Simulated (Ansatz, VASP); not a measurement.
## KBr in VASP and in Ansatz

```
K Br
1.0
     5.61858   -0.00983    0.00000
    -2.81781    4.87075    0.00000
     0.00000    0.00000    6.55383
K Br
2 2
Direct
  0.33358 0.66667 0.93750
  0.66642 0.33333 0.43750
  0.33363 0.66667 0.43750
  0.66637 0.33333 0.93750
```

Change from the starting cell: shear_xy strain -0.3%.

Alike in both runs: task single point; functional r2SCAN; k mesh 6 × 6 × 4; no spin polarisation.

|  | VASP | Ansatz |
| --- | --- | --- |
| version | VASP 6.6.1 | Ansatz 0.2.0 |
| potentials or method | VASP PAW PBE potentials, release 64 (K_sv, Br) | plane waves, PAW |
| plane-wave cutoff (eV) | 520 | 500 |
| occupations | gaussian, width 0.01 eV | fixed |
| valence electrons in the cell | 32 | 32 |

Ansatz gave:

* gap on the k mesh at the Fermi level (eV): 4.76
* pressure (GPa): 0.0

What did VASP give for the same quantities?

gap on the k mesh at the Fermi level (eV): 4.77; pressure (GPa): 0.0.

Ansatz warned: «xc_potential_rough_in_thin_density».

Caveats: the PAW data sets were made with another functional, which shifts forces and pressure a little (VASP). A k mesh can miss the band edges.
